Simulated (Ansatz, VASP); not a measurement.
**Two plane-wave programs on Ge**

The input INCAR:

```
PREC     = Accurate       # precision mode
ENCUT    = 600            # plane-wave cutoff, eV
EDIFF    = 1E-6           # SCF threshold, eV
ISMEAR   = -1             # smearing method
SIGMA    = 0.05           # smearing width, eV
LREAL    = False          # projectors in reciprocal space
LASPH    = True           # aspherical terms in the spheres
NELM     = 100            # most SCF steps
ALGO     = Normal         # electronic algorithm
ISIF     = 3              # what is computed and relaxed
LWAVE    = False          # write WAVECAR
LCHARG   = False          # write CHGCAR
GGA      = PS             # functional
IVDW     = 13             # dispersion correction
IBRION   = 2              # ionic algorithm
NSW      = 60             # ionic steps
EDIFFG   = -0.01          # ionic threshold
```

File KPOINTS:

```
regular mesh
0
Gamma
  12 12 12
```

The input POSCAR:

```
Ge
1.0
   -1.6084200000      1.6084200000      1.8731800000
    1.6084200000     -1.6084200000      1.8731800000
    1.6084200000      1.6084200000     -1.8731800000
Ge
1
Direct
    0.5000000000      0.5000000000      0.0000000000
```

File input.yaml:

```yaml
crystal:
  lattice:
    - [-1.60842, 1.60842, 1.87318]
    - [1.60842, -1.60842, 1.87318]
    - [1.60842, 1.60842, -1.87318]
  atoms:
    - { symbol: Ge, position: [0.5, 0.5, 0.0] }
hamiltonian:
  xc: pbesol
  pseudopotentials: { kind: paw }
  dispersion: d4
kpoints:
  mp_grid: { grid: [12, 12, 12] }
scf:
  occupations: { method: fermi_dirac, width: 0.05 }
output:
  forces: true
  stress: true
  eigenvalues: true
relax:
  f_tol: 0.01
  max_steps: 40
  cell: { stress_tol: 0.05 }
```

The cell was built by a generator and needn't be a form met in nature.

Alike in both runs: task relaxation of cell and atoms; functional PBEsol; dispersion D4; k mesh 12 × 12 × 12; occupations fermi-dirac, width 0.05 eV; no spin polarisation.

|  | VASP | Ansatz |
| --- | --- | --- |
| version | VASP 6.6.1 | Ansatz 0.2.0 |
| potentials or method | VASP PAW PBE potentials, release 64 (Ge_d) | Ansatz PAW |
| plane-wave cutoff (eV) | 600 | 420 |
| valence electrons in the cell | 14 | 14 |

|  | VASP | Ansatz | Ansatz less VASP |
| --- | --- | --- | --- |
| gap on the k mesh at the Fermi level, each at its own relaxed structure (eV) | none | none | - |
| relaxed volume (Å³/atom) | 17.99 | 17.99 | -0.005 |
| relaxed cell length with the largest relative difference (Å) | 2.872 | 2.872 | -0.0001 |
| energy change over the relaxation (meV/atom) | -21 | -21 | -0.6 |

A gap of «none» marks a metal or a gap that the smearing closes.

Caveats: pairwise dispersion overbinds metals, which lowers pressure and volume; the PAW data sets were made with another functional, which shifts forces and pressure a little (VASP); the plane-wave basis is chosen anew once the cell has moved, so the energies of steps on either side of that aren't comparable (Ansatz); the PAW data sets come from PBE, with cores solved anew for the run's functional, which leaves a small shift of forces and pressure (Ansatz).
